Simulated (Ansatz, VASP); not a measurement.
## TiAl: VASP beside Ansatz

```xyz
2
Lattice="2.8050 0.0000 0.0000 0.0000 2.8050 0.0000 0.0000 0.0000 4.0589" Properties=species:S:1:pos:R:3 pbc="T T T"
Ti    1.4025    1.4025    2.0295
Al    0.0000    0.0000    0.0000
```

Alike in both runs: functional r2SCAN; dispersion rVV10; k mesh 14 × 14 × 10; occupations gaussian, width 0.1 eV; no spin polarisation.

Ansatz relaxed the structure, and its values are those at the end. VASP's run is a single point on that final structure, the one shown.

|  | VASP | Ansatz |
| --- | --- | --- |
| version | VASP 6.6.1 | Ansatz 0.2.0 |
| potentials or method | VASP PAW PBE potentials, release 64 (Ti_sv, Al) | scalar-relativistic, plane waves, PAW |
| plane-wave cutoff (eV) | 520 | 500 |
| valence electrons in the cell | 15 | 15 |

Ansatz gave:

* gap on the k mesh at the Fermi level (eV): none
* pressure (GPa): 0.0

**Question.** What did VASP give for the same quantities?

**Answer.** gap on the k mesh at the Fermi level (eV): none; pressure (GPa): 0.2.

A gap of «none» marks a metal or a gap that the smearing closes.

Caveats: the PAW data sets were made with another functional, which shifts forces and pressure a little (VASP).
